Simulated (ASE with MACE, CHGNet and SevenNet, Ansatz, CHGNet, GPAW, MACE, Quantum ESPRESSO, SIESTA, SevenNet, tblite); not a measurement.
# Machine-learned potentials on AlN/GaN superlattice along [0001] (64 atoms): settings against a plane-wave reference

Aim: run AlN/GaN superlattice along [0001] (64 atoms) in machine-learned potentials and see how near its forces come to a plane-wave reference, and at what cost.

Method: the method is named at each step, in ASE with MACE, CHGNet and SevenNet.

## Step 1: Starting point

The cell holds 64 atoms: 24 Al, 32 N and 8 Ga. Cell: a = 6.378 Å, b = 6.378 Å, c = 19.950 Å, α = 90.0°, β = 90.0°, γ = 120.0°. Wurtzite lattice with in-plane constant 3.189 Å; 3 periods of AlN and 1 of GaN along [0001], 2 x 2 in-plane cells; the two parts stretched along z by 0.9492 and 1.0; every coordinate displaced by a Gaussian of 0.02 Å. Then every atom was moved at random, 0.02 Å r.m.s. a Cartesian component. Regions: AlN, 48 atoms (24 Al and 24 N); GaN, 16 atoms (8 Ga and 8 N). The structure's axis is c.

The yardstick, on the same geometry:

| Item | Value |
| --- | --- |
| method | Kohn-Sham DFT, PBE, PAW, plane waves (Ansatz 0.2.0); cutoff 420 eV, Γ point, fermi-dirac smearing of 0.05 eV; PAW set soft_2 |
| r.m.s. force component | 0.9235 eV/Å |
| longest force | 5.011 eV/Å |
| pressure | 1.369 GPa |
| gap (highest filled to lowest empty level) | 2.522 eV |
| SCF cycles | 10 |
| time | 12 s on 4 threads of Arm Neoverse N1, shared host |
| CPU time | 43 s |

## Step 2: MACE MP-0b3 medium potential

Method: machine-learned interatomic potential MACE MP-0b3 medium, trained on PBE(+U) plane-wave data.

File run.py:

```python
import numpy as np
from ase.io import read
import mlip  # loads the published weights by name

atoms = read("structure.xyz")
atoms.calc = mlip.calc("mace-mp-0b3-medium")
energy = atoms.get_potential_energy()
forces = atoms.get_forces()
print(f"energy {energy:.6f} eV")
print("forces (eV/A)")
for i, (a, f) in enumerate(zip(atoms, forces)):
    print(f"{i:4d} {a.symbol:2s} {f[0]:10.5f} {f[1]:10.5f} {f[2]:10.5f}")
stress = -atoms.get_stress(voigt=False) * 160.21766
print("stress (GPa, compression positive)")
for row in stress:
    print(" ".join(f"{x:10.4f}" for x in row))
```

File structure.xyz:

```xyz
64
Lattice="6.37800 0.00000 0.00000 -3.18900 5.52351 0.00000 0.00000 0.00000 19.94981" Properties=species:S:1:pos:R:3 pbc="T T T"
Al 6.36336 0.01110 0.01077
N -0.03112 1.86540 0.61485
Al 0.01961 1.83165 2.45283
N 3.18457 5.50280 3.05551
Al 0.01374 0.02215 4.94636
N 0.01359 1.83447 5.51034
Al -0.03199 1.81033 7.35490
N 3.19506 5.49048 7.96436
Al 0.01164 0.00215 9.87954
N 0.01263 1.82618 10.45171
Al -0.03486 1.81497 12.32818
N -3.16553 5.49181 12.94882
Ga -3.18090 5.51014 14.78560
N -0.00277 1.86159 15.43497
Ga 0.03970 1.86302 17.37509
N 3.17730 5.51141 17.96839
Al 4.73095 2.73789 19.93664
N -1.57246 4.57628 0.59690
Al -1.58503 4.61307 2.44425
N -1.54370 2.74447 3.00983
Al -1.60059 2.78048 4.92700
N -1.56274 4.57822 5.49198
Al -1.63427 4.64599 7.35709
N 4.77492 2.76656 7.97573
Al 4.77489 2.70619 9.87077
N -1.54864 4.64649 10.43834
Al -1.63953 4.54386 12.28609
N -1.60464 2.80826 12.97476
Ga -1.58445 2.75098 14.72994
N -1.59495 4.58451 15.40903
Ga -1.58481 4.65035 17.37090
N -1.57412 2.76468 17.98376
Al 3.18300 0.03657 19.89375
N 3.17838 1.87993 0.57515
Al 3.14818 1.84099 2.51846
N 3.18690 0.00011 3.02679
Al -0.02025 5.51009 4.91065
N 3.18450 1.83662 5.50695
Al 3.14206 1.86838 7.40337
N 3.13960 0.01221 7.97294
Al 3.18839 0.00613 9.78817
N 3.21056 1.83182 10.43994
Al 3.16865 1.82121 12.34015
N -0.02621 5.49777 12.87920
Ga 3.20000 0.01541 14.78002
N 3.22988 1.83966 15.42938
Ga 3.18737 1.82182 17.34417
N 3.23272 0.02944 17.98894
Al 1.61418 2.76004 19.92308
N 1.57144 4.57949 0.62902
Al 1.54080 4.58650 2.39916
N 1.59450 2.80053 2.99327
Al 1.63165 2.79937 4.94695
N 1.55374 4.60738 5.49996
Al 1.60770 4.60053 7.34931
N 1.61115 2.72674 7.98750
[... 4 atom lines left out ...]
Ga 1.56302 2.80953 14.77882
N 1.62234 4.60478 15.36475
Ga 1.57368 4.61031 17.39224
N 1.63146 2.83549 17.97059
```

Launch:

```sh
> OMP_NUM_THREADS=1 python run.py > output.txt
```

Log:

```text
energy -451.301817 eV
forces (eV/A)
   0 Al    0.14925   -0.19257    0.03852
   1 N     0.45464   -0.49572   -1.72379
   2 Al   -0.20713   -0.17392    0.86536
   3 N     0.00634    0.11312   -0.53967
   4 Al   -0.24923   -0.38658   -0.43102
   5 N     0.04676    0.30421   -0.61413
   6 Al    0.13644    0.49743    0.98637
   7 N    -0.56583    0.60569   -0.17986
   8 Al    0.29451   -0.46777   -0.41854
   9 N    -0.50900   -0.04365   -0.08106
  10 Al    0.80165    0.36173    0.69669
  11 N    -0.52371    0.53106   -2.33593
  12 Ga    0.25306    0.29398    1.40828
  13 N     0.21331   -0.29640   -0.15610
  14 Ga   -0.41255   -0.02708   -0.06602
  15 N     0.25435    0.50234    1.21445
  16 Al    0.91368    0.58366   -0.05345
  17 N    -0.37447    0.66104   -1.43757
  18 Al   -0.31503   -0.44200    0.75796
  19 N    -0.89788    0.24783    0.43793
  20 Al    0.33475   -0.64758   -0.25796
  21 N    -0.70959    0.48084   -0.17474
  22 Al    0.82029   -0.98466    0.79791
  23 N     0.00644   -0.08124   -0.36864
[...]
56 Al    1.07692    0.42186    0.56173
  57 N    -0.53837    0.06404   -0.21344
  58 Al   -0.11812   -0.88856    0.75440
  59 N    -0.91204    0.18724   -2.01073
  60 Ga    0.49093   -0.66985    1.08124
  61 N    -0.49762    0.34213    1.12605
  62 Ga    0.54767    0.35425   -1.09350
  63 N    -0.18812   -1.12297    1.06881
stress (GPa, compression positive)
   -4.0375    -0.2508    -0.5442
   -0.2508    -3.8362     0.0167
   -0.5442     0.0167     6.3271
```

The job ended after 13 s (1 thread of Arm Neoverse N1, shared host; peak memory 1.1 GiB).

Banners, paths, timers and routine set-up lines are dropped from the logs unmarked, and long logs keep their key lines alone; longer cuts are marked.

Against the reference:

- r.m.s. force component: 0.7631 eV/Å
- r.m.s. difference of force components: 229.7 meV/Å
- longest difference of force vectors: 1112 meV/Å
- force difference over r.m.s. force: 24.88 %
- slope of forces against the reference's: 0.8105
- correlation of force components: 0.9808
- pressure: -0.5155 GPa
- pressure difference: -1.885 GPa

Length of the force difference by element (eV/Å):

```csv
element,atoms,mean,most
Al,24,0.27,0.56
Ga,8,0.45,0.99
N,32,0.35,1.1
```

A closer look about N28, which bears the longest force: 9 atoms, nearest first, numbered in the order of the input, with positions taken from that point.

```csv
atom,x,y,z,distance (Å),bonds,Fx,Fy,Fz (eV/Å)
N28,0.00,0.00,0.00,0.00,4,0.07,-1.23,-3.73
Ga29,0.02,-0.06,1.76,1.76,4,-0.02,0.15,3.28
Al27,-0.03,1.74,-0.69,1.87,4,0.71,1.06,0.56
Al11,1.57,-0.99,-0.65,1.97,4,0.80,0.36,0.70
Al43,-1.60,-0.99,-0.63,1.99,4,0.03,-0.02,-0.07
N30,0.01,1.78,2.43,3.01,4,0.32,0.34,0.40
N46,-1.54,-0.97,2.45,3.06,4,-0.61,0.07,-0.26
N14,1.60,-0.95,2.46,3.08,4,0.21,-0.30,-0.16
N12,-1.56,2.68,-0.03,3.10,4,-0.52,0.53,-2.34
```

Atoms are counted from 1 here, from 0 in the log.

Forces lie 25 % from the reference's, at 0.29 times its CPU time (on 1 against 4 cores).

## Step 3: CHGNet 0.3.0 potential

Method: machine-learned interatomic potential CHGNet 0.3.0, trained on PBE(+U) plane-wave data.

run.py: that of step 2 with these lines changed.

```diff
@@ -5,3 +5,3 @@
 atoms = read("structure.xyz")
-atoms.calc = mlip.calc("mace-mp-0b3-medium")
+atoms.calc = mlip.calc("chgnet-0.3.0")
 energy = atoms.get_potential_energy()
```

structure.xyz is that of step 2.

Log:

```text
CHGNet v0.3.0 initialized with 412,525 parameters
CHGNet will run on cpu
energy -463.301483 eV
forces (eV/A)
   0 Al    0.10450   -0.14427   -0.20329
   1 N     0.42152   -0.45572   -1.30483
   2 Al   -0.21493   -0.12849    0.54491
   3 N     0.04914    0.07046   -0.21813
   4 Al   -0.17728   -0.28671   -0.47464
   5 N     0.03847    0.19804   -0.37299
   6 Al    0.07827    0.41990    0.73126
   7 N    -0.44456    0.46082   -0.15087
   8 Al    0.23174   -0.37558   -0.31279
   9 N    -0.35161   -0.02801    0.04490
  10 Al    0.58811    0.33871    0.70998
  11 N    -0.44641    0.49427   -2.15525
  12 Ga    0.25837    0.32874    1.25816
  13 N     0.24512   -0.29902   -0.14903
  14 Ga   -0.30682   -0.02838   -0.01858
  15 N     0.27790    0.47311    1.21224
  16 Al    0.70878    0.43337   -0.28931
  17 N    -0.31360    0.60971   -1.06521
  18 Al   -0.24755   -0.40417    0.48695
  19 N    -0.73928    0.19801    0.48908
  20 Al    0.25180   -0.46615   -0.31395
  21 N    -0.57720    0.37358   -0.07042
  22 Al    0.61256   -0.78952    0.60434
  23 N     0.03830   -0.06302   -0.26487
[...]
56 Al    0.84796    0.28630    0.42159
  57 N    -0.39858    0.08722   -0.09630
  58 Al   -0.08484   -0.72301    0.62653
  59 N    -0.80981    0.11141   -1.97936
  60 Ga    0.42640   -0.64532    1.03918
  61 N    -0.48254    0.34086    0.93711
  62 Ga    0.46784    0.30564   -0.89643
  63 N    -0.19854   -1.06288    1.11749
stress (GPa, compression positive)
   -3.4861    -0.2187    -0.4788
   -0.2187    -3.1932    -0.0120
   -0.4788    -0.0120     4.0566
```

Wall time 5.4 s (1 thread); peak memory 0.86 GiB.

Compared with the plane-wave run:

* r.m.s. force component: 0.661 eV/Å
* r.m.s. difference of force components: 303.2 meV/Å
* longest difference of force vectors: 1240 meV/Å
* force difference over r.m.s. force: 32.84 %
* slope of forces against the reference's: 0.7023
* correlation of force components: 0.9811
* pressure: -0.8742 GPa
* pressure difference: -2.244 GPa

Against the first run (25 %), the force difference from the reference is 33 %, at 0.43 times the CPU time.

## Step 4: SevenNet l3i5 potential

Method: machine-learned interatomic potential SevenNet l3i5, trained on PBE(+U) plane-wave data.

run.py: that of step 3 with these lines changed.

```diff
@@ -5,3 +5,3 @@
 atoms = read("structure.xyz")
-atoms.calc = mlip.calc("chgnet-0.3.0")
+atoms.calc = mlip.calc("7net-l3i5")
 energy = atoms.get_potential_energy()
```

structure.xyz is that of step 3.

Log:

```text
energy -452.751678 eV
forces (eV/A)
   0 Al    0.17187   -0.17438   -0.36908
   1 N     0.51288   -0.57014   -1.51078
   2 Al   -0.22139   -0.13860    0.60810
   3 N     0.05568    0.13822   -0.25091
   4 Al   -0.24064   -0.37833   -0.65077
   5 N     0.03375    0.29452   -0.47884
   6 Al    0.15020    0.47886    1.00317
   7 N    -0.56550    0.63013   -0.27122
   8 Al    0.28948   -0.47737   -0.27189
   9 N    -0.55432   -0.03820   -0.28522
  10 Al    0.91018    0.35167    1.11801
  11 N    -0.58984    0.59328   -3.13305
  12 Ga    0.34706    0.40438    2.03236
  13 N     0.27580   -0.37172   -0.55614
  14 Ga   -0.50025   -0.04188    0.07054
  15 N     0.37295    0.67634    1.51277
  16 Al    0.96470    0.60820   -0.51295
  17 N    -0.39232    0.74838   -1.22166
  18 Al   -0.30165   -0.45746    0.50005
  19 N    -0.90965    0.26757    0.74659
  20 Al    0.35033   -0.64384   -0.48205
  21 N    -0.73758    0.49067   -0.04670
  22 Al    0.82419   -0.96882    0.83953
  23 N     0.02364   -0.10274   -0.46804
[...]
56 Al    1.10619    0.43880    0.77070
  57 N    -0.56536    0.07811   -0.37093
  58 Al   -0.15128   -0.90670    1.18242
  59 N    -0.95844    0.18588   -2.72102
  60 Ga    0.55356   -0.85140    1.62891
  61 N    -0.62477    0.40899    1.06067
  62 Ga    0.69893    0.45754   -1.20954
  63 N    -0.25380   -1.50212    1.31451
stress (GPa, compression positive)
   -4.4975    -0.2868    -0.6180
   -0.2868    -4.1673     0.0210
   -0.6180     0.0210     8.3465
```

Wall time 16 s (1 thread); peak memory 1.4 GiB.

Numbers from this run, and their distance from the reference:

| Property | Result |
| --- | --- |
| r.m.s. force component | 0.8827 eV/Å |
| r.m.s. difference of force components | 151.8 meV/Å |
| longest difference of force vectors | 566.5 meV/Å |
| force difference over r.m.s. force | 16.44 % |
| slope of forces against the reference's | 0.9433 |
| correlation of force components | 0.9869 |
| pressure | -0.1061 GPa |
| pressure difference | -1.475 GPa |

Against the first run (25 %), the force difference from the reference is 16 %, at 1.2 times the CPU time.

## Step 5: All runs compared

Differences are against the plane-wave reference, forces as r.m.s. over components; share is that over the reference's r.m.s. force, slope the least-squares factor from reference forces to these. Total energies of different programs have different zeros and aren't compared.

| run | Δ force, r.m.s. (meV/Å) | share (%) | slope | Δ pressure (GPa) | cores | CPU time | memory (GiB) |
| --- | --- | --- | --- | --- | --- | --- | --- |
| reference | - | - | - | - | 4 | 43 s | 0.86 |
| MACE MP-0b3 medium potential | 230 | 24.9 | 0.810 | -1.88 | 1 | 12 s | 1.1 |
| CHGNet 0.3.0 potential | 303 | 32.8 | 0.702 | -2.24 | 1 | 5.3 s | 0.86 |
| SevenNet l3i5 potential | 152 | 16.4 | 0.943 | -1.48 | 1 | 15 s | 1.4 |

Times of the machine-learned potentials are mostly Python's start and the loading of weights.

CPU time is summed over cores on a shared host, where runs went side by side, so it is rough. Symmetry, cutoffs, thresholds, outputs and thread counts weren't matched or tuned between programs; memory under MPI is the largest rank's times the ranks.

## Step 6: What came out

```yaml
nearest_in_forces: SevenNet l3i5 potential, 16 %
its_cpu_time: 15 s
```

Machine-learned potentials differ by 16 % (SevenNet l3i5 potential) to 33 % (CHGNet 0.3.0 potential); they were trained on other programs' data. Among those trained on PBE data the slope goes as low as 0.70, which softening far from their training structures can give, though the reference's k-sampling is untested too. Machine-learned potentials mimic data converged in k, so the reference's own k-point error enters their differences. The cell is under 6 Å thick along two periodic directions, so every atom has periodic images of itself close by, which move with it and show among its neighbours and in g(r). The host structure and its lattice constant were typed by rule, without a check against the phase diagram. The electronic-structure runs sample only Γ, in a cell whose shortest periodic width is 6 Å.

[Also dropped from logs without a mark: logging warnings of Python, and SIESTA's first energy breakdown and zero terms.]

[Logs are printed without paths, hosts, clocks, repeated set-up lines and the standing remarks that a program may print on its own settings, such as how far it seeks lower states.]

[Hosts, paths, dates, database ids (printed as entryN), source tags and the programs' standing remarks are cut or masked in the printed files.]
